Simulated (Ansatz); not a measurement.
The system is HfO2.

```
CELL_PARAMETERS angstrom
0.00000 2.55750 2.55750
2.55750 0.00000 2.55750
2.55750 2.55750 0.00000
ATOMIC_POSITIONS crystal
Hf 0.00000 0.00000 0.00000
O 0.75000 0.75000 0.75000
O 0.25000 0.25000 0.25000
```

Measurements of this composition are mostly on another form, of space group No. 14.

Base run:

* Program: Ansatz 0.2.0
* Functional: PBE
* Potentials or basis: PseudoDojo stringent (PBE files)
* Cutoff: 1796 eV
* Density cutoff: 7184 eV
* k mesh: 9 × 9 × 9
* Occupations: fermi-dirac, width 0.05 eV
* Spin: no spin polarisation

Its results: band gap on the k mesh 3.83 eV, indirect (least direct gap 3.94 eV); pressure -3.2 GPa.

Question: The run is repeated on the same cell with these changes: potentials or basis from PseudoDojo stringent (PBE files) to Ansatz PAW; cutoff from 1796 eV to 420 eV (not typed: the program's choice for these potentials); k mesh from 9 × 9 × 9 to 5 × 5 × 5. What comes out?

Answer: Band gap on the k mesh 4.02 eV, indirect (least direct gap 4.33 eV); pressure -2.5 GPa.

Caveats: some runs use coarse meshes; spin-orbit coupling is left out, which moves the levels of the heavy elements; the k mesh misses the band edges, so the gap on the mesh is wider than the one along the path (some runs); odd divisions of the mesh miss points on the zone boundary, where band edges often lie, so the gap on the mesh can be too wide (some runs).
